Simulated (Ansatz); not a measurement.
## Ionic part of the dielectric constant of AlN at 6 GPa, mode by mode

Level of theory: DFT PBE, scalar-relativistic, plane waves, PAW in Ansatz 0.2.0. Plane waves to 420 eV; Γ-centred k mesh 10×10×10; fixed occupations. No spin polarisation. Phonons by linear response, acoustic sum rule imposed.

The structure is cubic, space group F-43m (No. 216). The conventional cell has a = 4.360 Å, b = 4.360 Å, c = 4.360 Å, α = 90.00°, β = 90.00°, γ = 90.00°. Al (site symmetry -43m) is surrounded by 4 N at 1.89 Å. Around N (site symmetry -43m) lie 4 Al at 1.89 Å.

Other phases may be more stable at this pressure.

The primitive cell has V = 20.72 Å³ and ε∞,zz = 4.569. Each polar mode adds Δε = (4.92064×10⁷/V)·S/ν² along z, with S its oscillator strength in e²/amu, ν in cm⁻¹ and V in Å³.

Problem. From these modes, find each Δε and ε0,zz.
```
ν (cm⁻¹) S_zz (e²/amu)
   662.0         0.7029
```

Solution.
```csv
ν (cm⁻¹),Δε
662.0,3.81
```

The sum is 3.808, so ε0,zz = 8.38; the run's tensor has 8.38.

Problem. Where do the longitudinal modes lie for a wave vector along z?

Solution. At 896 cm⁻¹. The Lyddane–Sachs–Teller product Π(ν_LO/ν_TO)² = 1.83 matches ε0/ε∞ = 1.83.

This zinc-blende form isn't the usual stable structure of the compound at low pressure.

Cost: 1 run of about 0.45 core-minutes, on Arm Neoverse V2 (shared hosts).